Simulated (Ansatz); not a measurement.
# Si2Mo: a trial structure relaxed, part 2 of 2

The task: take a trial cell of Si2Mo to zero force and stress.

Ansatz 0.2.0; DFT PBE, scalar-relativistic, plane waves, PAW. Earlier steps stand in the parts before.

### Step 5. Results

This closing draws on all 2 parts. Changes of volume or cell count from the first structure of part 1.

```
                              quantity                                                                      value
symmetry at the end (tolerance 0.05 Å)                                               space group I4/mmm (No. 139)
                     conventional cell  a = 3.217 Å, b = 3.217 Å, c = 7.873 Å, α = 90.00°, β = 90.00°, γ = 90.00°
                                volume                                                              13.58 Å³/atom
              energy over the elements                                                              -0.49 eV/atom
                       gap on the mesh                                                               none (metal)
```

What this shows: The space group I4/mmm (No. 139) is kept, and the volume per atom grows by 1.2 % from the first guess. It lies below the elements, which doesn't yet make it stable: competing phases were not computed in this session. No finished test with a distortion of lower symmetry is shown, so the end may be a saddle point. Other magnetic orders were not searched. A measured lattice constant a of Si2Mo is 3.20519 Å (powder; “Giant magnetoresistance, Fermi surface topology, Shoenberg effect and vanishing quantum oscillations in type-II Dirac semimetal candidates MoSi2 and WSi2”, 2022, arxiv:2202.05362); the calculated 3.217 Å misses it by +0.4 %. That is the cell relaxed with PBE. A measured lattice constant c of Si2Mo is 7.84461 Å (powder; “Giant magnetoresistance, Fermi surface topology, Shoenberg effect and vanishing quantum oscillations in type-II Dirac semimetal candidates MoSi2 and WSi2”, 2022, arxiv:2202.05362); the calculated 7.873 Å misses it by +0.4 %. The calculation is for a static lattice.
